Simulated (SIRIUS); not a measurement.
# Pd in SIRIUS: convergence with lmax of the augmentation

Pd:

```xyz
1
Lattice="-1.5723 1.5723 1.5723 1.5723 -1.5723 1.5723 1.5723 1.5723 -1.5723" Properties=species:S:1:pos:R:3 pbc="T T T"
Pd    0.0000    0.0000    0.0000
```

This isn't the form of Pd at room conditions, which is fcc.

- Program: SIRIUS 7.12.0
- Task: convergence study
- Functional: PBE
- Potentials or basis: all-electron FP-LAPW
- Cutoff: 165 eV
- Basis: apw+lo standard
- k mesh: 12 × 12 × 12
- Occupations: fermi-dirac, width 0.05 eV
- Spin: no spin polarisation

These are the settings of the first run; the series varies lmax of the augmentation, with any setting tied to it.

Hardware: 1 thread of Intel(R) Xeon(R) Platinum 8488C (Sapphire Rapids), on a shared host.

**Question.** The values tried are 4, 5, 6, 8, 10, 12, 14, loosest first. From which on does the energy stay within 1 meV/atom of the tightest run that finished?

**Answer.** From 12 on.

```tsv
lmax of the augmentation	energy less the tightest run, at zero smearing (meV/atom)	SCF cycles	CPU time (s)	peak memory (GiB)
4	-965.68	7	26	0.21
5	-327.40	7	26	0.22
6	-110.74	7	29	0.23
8	-15.46	7	23	0.27
10	-1.10	7	34	0.3
12	-0.03	7	37	0.35
14	0.00	7	36	0.42
```

The tightest run that finished is the yardstick and may itself not be fully converged.
